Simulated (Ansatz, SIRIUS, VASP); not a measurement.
Fe: equilibrium volume by level of theory

It takes space group Im-3m (No. 229, cubic). Conventional cell: a = 2.886 Å, b = 2.886 Å, c = 2.886 Å, α = 90.00°, β = 90.00°, γ = 90.00°. Fe (site symmetry m-3m) has 8 Fe at 2.50 Å as nearest neighbours.

```tsv
rung	level	program and potentials	cutoff (eV)	k mesh	smearing	task	equilibrium volume (Å³/atom)	miss	notes
GGA + dispersion	BLYP+D4	VASP, PBE PAW files Fe, 600 eV	600	13 × 13 × 13	fermi-dirac 0.05	relaxation of cell and atoms	11.24	-4.5 %	potentials made for PBE; 8 valence electrons an atom on average
GGA	PBE	VASP, PBE PAW files Fe, 600 eV	600	13 × 13 × 13	fermi-dirac 0.05	relaxation of cell and atoms	11.30	-4.0 %	8 valence electrons an atom on average
GGA	PBEsol	VASP, PBE PAW files Fe, 600 eV	600	13 × 13 × 13	fermi-dirac 0.05	relaxation of cell and atoms	10.79	-8.3 %	potentials made for PBE; 8 valence electrons an atom on average
GGA + dispersion	PBEsol+D3(BJ)	Ansatz, all-electron LAPW, scalar-relativistic	-	13 × 13 × 13	fermi-dirac 0.05	relaxation of cell and atoms	10.55	-10.4 %	-
GGA	RPBE	VASP, PBE PAW files Fe, 600 eV	600	13 × 13 × 13	fermi-dirac 0.05	relaxation of cell and atoms	11.72	-0.4 %	potentials made for PBE; 8 valence electrons an atom on average
GGA	revPBE	SIRIUS, PseudoDojo 0.4.1 PBE standard (scalar relativistic)	1228	6 × 6 × 6	fermi-dirac 0.05	relaxation of cell and atoms	11.58	-1.6 %	coarse mesh; potentials made for PBE; 16 valence electrons an atom on average
GGA + dispersion	revPBE+D3(BJ)	SIRIUS, PseudoDojo 0.4.1 PBE standard (scalar relativistic)	1228	6 × 6 × 6	fermi-dirac 0.05	relaxation of cell and atoms	11.06	-6.0 %	coarse mesh; potentials made for PBE; 16 valence electrons an atom on average
GGA + dispersion	revPBE+D3(zero damping)	SIRIUS, PseudoDojo 0.4.1 PBE standard (scalar relativistic)	1228	6 × 6 × 6	fermi-dirac 0.05	relaxation of cell and atoms	11.03	-6.3 %	coarse mesh; potentials made for PBE; 16 valence electrons an atom on average
GGA + dispersion	revPBE+D4	SIRIUS, PseudoDojo 0.4.1 PBE standard (scalar relativistic)	1228	6 × 6 × 6	fermi-dirac 0.05	relaxation of cell and atoms	11.15	-5.3 %	coarse mesh; potentials made for PBE; 16 valence electrons an atom on average
meta-GGA	r2SCAN	VASP, PBE PAW files Fe, 520 eV	520	13 × 13 × 13	fermi-dirac 0.05	equation of state	11.75	-0.2 %	potentials made for PBE
meta-GGA	r2SCAN	VASP, PBE PAW files Fe, 600 eV	600	13 × 13 × 13	methfessel-paxton 0.1	relaxation of cell and atoms	11.74	-0.3 %	potentials made for PBE; 8 valence electrons an atom on average
meta-GGA + dispersion	r2SCAN+rVV10	VASP, PBE PAW files Fe, 600 eV	600	13 × 13 × 13	methfessel-paxton 0.1	relaxation of cell and atoms	11.66	-0.9 %	potentials made for PBE; 8 valence electrons an atom on average
```

All rows: collinear spin, ferromagnetic start. Smearing widths are in eV. For a metal such meshes aren't converged. Meshes differ between rows, which moves values too. Meshes are those of the run's cell of 1 atom unless a note names another. Relaxations start from the cell shown or near it and stop with a little pressure left. The cell shown, of 12.02 Å³ an atom, is the runs' start and not the measured value. Misses use the values as printed. Runs on faulty files, with rough fits or with known faults for this quantity aren't shown. No row holds spin-orbit coupling.

By rung: GGA + dispersion 10.55 to 11.24; GGA 10.79 to 11.72; meta-GGA 11.74 to 11.75; meta-GGA + dispersion 11.66; GGA on coarse meshes 11.58; GGA + dispersion on coarse meshes 11.03 to 11.15 (Å³/atom). Measured: 11.77 Å³/atom at 298 K (a printed reference work). Closest, coarse meshes and atomic bases left aside, is r2SCAN with VASP, PBE PAW files Fe, 520 eV (-0.2 %). The runs are for a static lattice, while measurements hold temperature and zero-point motion.
